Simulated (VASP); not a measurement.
# Al (Fm-3m) in VASP: notebook

The runs below take Al through single point, with LDA.

All numbers are computed with VASP 6.6.1; they aren't measurements. Logs are shortened: lines on timing, memory, paths and dates and some standing lists are left out, and cuts for length are marked.

### 1 The undisturbed crystal

It takes space group Fm-3m (No. 225, cubic). Conventional cell: a = 4.050 Å, b = 4.050 Å, c = 4.050 Å, α = 90.00°, β = 90.00°, γ = 90.00°. Al (site symmetry m-3m) has 12 Al at 2.86 Å as nearest neighbours.

### 2 Single point, LDA (grid = ENCUT=250 dk=0.35 cell=3x3x2 ISMEAR=1 SIGMA=0.1 LREAL=Auto EDIFF=1e-06)

Contents of INCAR:

```
PREC = Accurate ; ENCUT = 250
EDIFF = 1E-6 ; ISMEAR = 1
SIGMA = 0.1 ; LREAL = Auto
LASPH = T ; NELM = 120
ALGO = Fast ; ISIF = 2
LWAVE = F ; LCHARG = F
NBANDS = 44
```

Contents of KPOINTS:

```
regular mesh
0
Gamma
  3 3 4
```

Contents of POSCAR:

```
Al
1.0
    0.0000000000      6.0744150000      6.0744150000
    6.0744150000      0.0000000000      6.0744150000
    4.0496100000      4.0496100000      0.0000000000
Al
18
Direct
    0.0000000000      0.0000000000      0.0000000000
    0.0000000000      0.0000000000      0.5000000000
    0.0000000000      0.3333333333      0.0000000000
    0.0000000000      0.3333333333      0.5000000000
    0.0000000000      0.6666666667      0.0000000000
    0.0000000000      0.6666666667      0.5000000000
    0.3333333333      0.0000000000      0.0000000000
    0.3333333333      0.0000000000      0.5000000000
    0.3333333333      0.3333333333      0.0000000000
    0.3333333333      0.3333333333      0.5000000000
    0.3333333333      0.6666666667      0.0000000000
    0.3333333333      0.6666666667      0.5000000000
    0.6666666667      0.0000000000      0.0000000000
    0.6666666667      0.0000000000      0.5000000000
    0.6666666667      0.3333333333      0.0000000000
    0.6666666667      0.3333333333      0.5000000000
    0.6666666667      0.6666666667      0.0000000000
    0.6666666667      0.6666666667      0.5000000000
```

Potentials or basis: VASP PAW LDA potentials, release 64 (Al).

Started as:

```
> cat potpaw_LDA.64/Al/POTCAR > POTCAR
> mpirun -np 1 vasp_std > vasp.out
```

OUTCAR:

```text
PREC = Accurate
   ENCUT = 250
   EDIFF = 1E-6
   ISMEAR = 1
   LREAL = Auto
   LASPH = T
   NELM = 120
   ISIF = 2

 Found     14 irreducible k-points:

 Following reciprocal coordinates:
            Coordinates               Weight
  0.000000  0.000000  0.000000      1.000000
  0.333333  0.000000  0.000000      4.000000
  0.333333  0.333333  0.000000      2.000000
 -0.333333  0.333333  0.000000      2.000000
  0.000000  0.000000  0.250000      2.000000
  0.333333  0.000000  0.250000      4.000000
   k-points           NKPTS =     14   k-points in BZ     NKDIM =     14   number of bands    NBANDS=     44
   number of dos      NEDOS =    301   number of ions     NIONS =     18
   total plane-waves  NPLWV =  69120
   dimension x,y,z NGX =    48 NGY =   48 NGZ =   30
   dimension x,y,z NGXF=    96 NGYF=   96 NGZF=   60
   ions per type =              18
   NGX,Y,Z   is equivalent  to a cutoff of   9.29,  9.29,  8.71 a.u.
   NGXF,Y,Z  is equivalent  to a cutoff of  18.58, 18.58, 17.42 a.u.
 SYSTEM =  unknown system
   PREC   = accura    normal or accurate (medium, high low for compatibility)
   ISTART =      0    job   : 0-new  1-cont  2-samecut
   ICHARG =      2    charge: 1-file 2-atom 10-const
   ISPIN  =      1    spin polarized calculation?
   LNONCOLLINEAR =      F non collinear calculations
   LSORBIT =      F    spin-orbit coupling
   LASPH  =      T    aspherical Exc in radial PAW
   ENCUT  =  250.0 eV  18.37 Ry    4.29 a.u.  11.08 11.08  7.38*2*pi/ulx,y,z
   NELM   =    120;   NELMIN=  2; NELMDL= -5     # of ELM steps
   EDIFF  = 0.1E-05   stopping-criterion for ELM
   LREAL  =      T    real-space projection
   EDIFFG = 0.1E-04   stopping-criterion for IOM
   NSW    =      0    number of steps for IOM
[... 5 lines left out ...]
   TEBEG  =    0.0;   TEEND  =   0.0 temperature during run
   PSTRESS=    0.0 pullay stress
   NELECT =      54.0000    total number of electrons
   NUPDOWN=      -1.0000    fix difference up-down
   EMIN   =  10.00;   EMAX   =-10.00  energy-range for DOS
   EFERMI =   0.00;   METHOD = LEGACY
   ISMEAR =     1;   SIGMA  =   0.10  broadening in eV -4-tet -1-fermi 0-gaus
   EFERMI_NEDOS =   21; number of points for ismear=-14 and -15
   IALGO  =     68    algorithm
   IMIX   =      4    mixing-type and parameters
     AMIX     =   0.40;   BMIX     =  1.00
     AMIX_MAG =   1.60;   BMIX_MAG =  1.00
  volume/ion in A,a.u.               =      16.60       112.04
  Fermi-wavevector in a.u.,A,eV,Ry     =   0.925526  1.748991 11.654733  0.856599
  Thomas-Fermi vector in A             =   2.051390
   LORBIT       =      0    0 simple, 1 ext, 2 COOP (PROOUT), +10 PAW based schemes
   GGA     = CA    functional components
   LHFCALC =     F    Hartree Fock is set to
   AEXX    =    0.0000 exact exchange contribution
   IVDW    =     0    specifies the selected vdW correction
   LEPSILON=     F    determine dielectric tensor
   LRPA    =     F    only Hartree local field effects (RPA)
 non-spin polarized calculation
 RMM-DIIS sequential band-by-band and
 Methfessel and Paxton  Order N= 1 SIGMA  =   0.10
  energy-cutoff  :      250.00
  volume of cell :      298.85
 maximum number of plane-waves:      2709
 NGX is ok and might be reduce to    48
   NGX = 23   NGY = 23   NGZ = 15

 number of electron      53.9999997 magnetization

 Free energy of the ion-electron system (eV)
  ---------------------------------------------------
  ext. energy  EPLUGINS =         0.00000000
  ---------------------------------------------------
  free energy    TOTEN  =       -74.99510293 eV

  energy without entropy =      -74.99909569  energy(sigma->0) =      -74.99643385

 E-fermi :   7.6895     XC(G=0): -10.3209

 val. band max:        7.6686358800   @ k =  -0.3333   0.3333   0.2500
 cond. band min:       7.7126123025   @ k =  -0.3333   0.3333   0.2500
 fundamental gap:      0.0439764225
 Fermi energy:         7.6895188892

 k-point     1 :       0.0000    0.0000    0.0000
  band No.  band energies     occupation
      1      -3.3295      2.00000
      2      -0.3578      2.00000
      3      -0.3578      2.00000
      4      -0.3578      2.00000
      5      -0.3578      2.00000
      6       0.6167      2.00000
[... 31 lines left out ...]
     38       9.1898     -0.00000
     39       9.1898     -0.00000

 k-point     2 :       0.3333    0.0000    0.0000
  band No.  band energies     occupation
      1      -2.9959      2.00000
      2      -2.0007      2.00000
      3      -0.6848      2.00000
      4      -0.3581      2.00000
      5       0.6190      2.00000
      6       1.3461      2.00000
[... 31 lines left out ...]
     38      10.6079      0.00000
     39      10.9304      0.00000

 k-point     3 :       0.3333    0.3333    0.0000
  band No.  band energies     occupation
      1      -2.8849      2.00000
      2      -1.5607      2.00000
      3      -1.2315      2.00000
      4      -1.2315      2.00000
      5       1.1316      2.00000
      6       1.3739      2.00000
[... 31 lines left out ...]
     38      10.3947      0.00000
     39      10.9068      0.00000

 k-point     4 :      -0.3333    0.3333    0.0000
  band No.  band energies     occupation
      1      -2.4423      2.00000
      2      -2.1110      2.00000
      3      -2.1110      2.00000
      4       0.1857      2.00000
      5       1.4792      2.00000
      6       1.4792      2.00000
[... 31 lines left out ...]
     38      10.1861      0.00000
     39      11.3916      0.00000

 k-point     5 :       0.0000    0.0000    0.2500
  band No.  band energies     occupation
      1      -2.9075      2.00000
      2      -0.6797      2.00000
      3      -0.6797      2.00000
      4      -0.4346      2.00000
      5      -0.0670      2.00000
      6       0.4213      2.00000
[... 31 lines left out ...]
     38       9.9842      0.00000
     39       9.9842      0.00000

 k-point     6 :       0.3333    0.0000    0.2500
  band No.  band energies     occupation
      1      -2.8243      2.00000
      2      -1.2538      2.00000
      3      -1.0895      2.00000
      4      -0.3119      2.00000
      5       0.2578      2.00000
      6       0.9463      2.00000
[... 31 lines left out ...]
     38      10.4903      0.00000
     39      10.6442      0.00000

 [... further k-points ...]

 [bands above 39 left out]

------------------------ aborting loop because EDIFF is reached ----------------------------------------

  FORCE on cell =-STRESS in cart. coord.  units (eV):
  Direction    XX          YY          ZZ          XY          YZ          ZX
  --------------------------------------------------------------------------------------
  -------------------------------------------------------------------------------------
  Total       -5.9085850     -5.9085850     -8.2036387      1.1163310     -0.0750720     -0.0750720
  in kB      -31.6768477    -31.6768477    -43.9809890      5.9848248     -0.4024727     -0.4024727
  external PRESSURE =     -35.7782281 kB  Pullay stress =       0.0000000 kB

 VOLUME and BASIS-vectors are now :
 -----------------------------------------------------------------------------
  energy-cutoff  :      250.00
  volume of cell :      298.85
      direct lattice vectors                 reciprocal lattice vectors
     0.000000000  6.074415000  6.074415000    -0.082312453  0.082312453  0.082312453
     6.074415000  0.000000000  6.074415000     0.082312453 -0.082312453  0.082312453
     4.049610000  4.049610000  0.000000000     0.123468680  0.123468680 -0.123468680

 POSITION                                       TOTAL-FORCE (eV/Angst)
 -----------------------------------------------------------------------------------
      0.00000      0.00000      0.00000         0.000000     -0.000000     -0.000000
      2.02481      2.02481      0.00000         0.000000     -0.000000      0.000000
      2.02480      0.00000      2.02480         0.000000      0.000000     -0.000000
      4.04961      2.02481      2.02480         0.000000      0.000000     -0.000000
      4.04961      0.00000      4.04961        -0.000000      0.000000     -0.000000
      6.07442      2.02481      4.04961         0.000000     -0.000000     -0.000000
[... 10 lines left out ...]
      4.04961      4.04961      8.09922         0.000000     -0.000000     -0.000000
      6.07442      6.07442      8.09922         0.000000     -0.000000     -0.000000
 -----------------------------------------------------------------------------------
    total drift:                               -0.000000     -0.000000     -0.000000

  FREE ENERGIE OF THE ION-ELECTRON SYSTEM (eV)
  ---------------------------------------------------
  free  energy   TOTEN  =       -74.9951029286 eV

  energy  without entropy=      -74.9990956881  energy(sigma->0) =      -74.99643385
```

It took 62 s on 1 thread of AMD EPYC 9R45 (Zen 5), shared host; peak memory 0.17 GiB.

The run converged, but some of its settings lie outside the range that counts as converged, so its numbers aren't taken as properties of the crystal.

What came out:

```yaml
Free_energy: -74.9951 eV
Band_gap_on_the_k_mesh: none (metal or under the smearing width)
```

Caveat: the cutoff is under 1.25 times the usual one of these potentials, so pressure, stress and relaxed cells hold a basis-set (Pulay) error; the real-space grid breaks the cell's symmetry a little.

### 3 Single point, LDA (grid = ENCUT=350 dk=0.45 cell=3x3x2 ISMEAR=1 SIGMA=0.1 LREAL=Auto EDIFF=1e-06)

INCAR, as its differences from that of step 2:

```diff
@@ -1,2 +1,2 @@
-PREC = Accurate ; ENCUT = 250
+PREC = Accurate ; ENCUT = 350
 EDIFF = 1E-6 ; ISMEAR = 1
```

Contents of KPOINTS:

```
regular mesh
0
Gamma
  2 2 3
```

POSCAR is that of step 2.

Potentials or basis: VASP PAW LDA potentials, release 64 (Al).

Started as:

```
> cat potpaw_LDA.64/Al/POTCAR > POTCAR
> mpirun -np 1 vasp_std > vasp.out
```

Wall time 45 s (1 thread of AMD EPYC 9R45 (Zen 5), shared host); peak memory 0.2 GiB.

These settings aren't checked as converged: the numbers below hold their error.

Results:

* Free energy: -76.4790 eV
* Pressure: -3.2 GPa
* Band gap on the k mesh: none (metal or under the smearing width)

Caveat: the k mesh is coarse (spacing up to 0.45 Å⁻¹), so the values aren't converged.

### 4 For comparison

An earlier run on the cell as given: functional PBE; potentials or basis VASP PAW PBE potentials, release 64 (Al); cutoff 520 eV; k mesh 11 × 11 × 11; occupations fermi-dirac, width 0.05 eV; no spin polarisation.

* Pressure: -0.5 GPa
* Band gap on the k mesh: none (metal or under the smearing width)
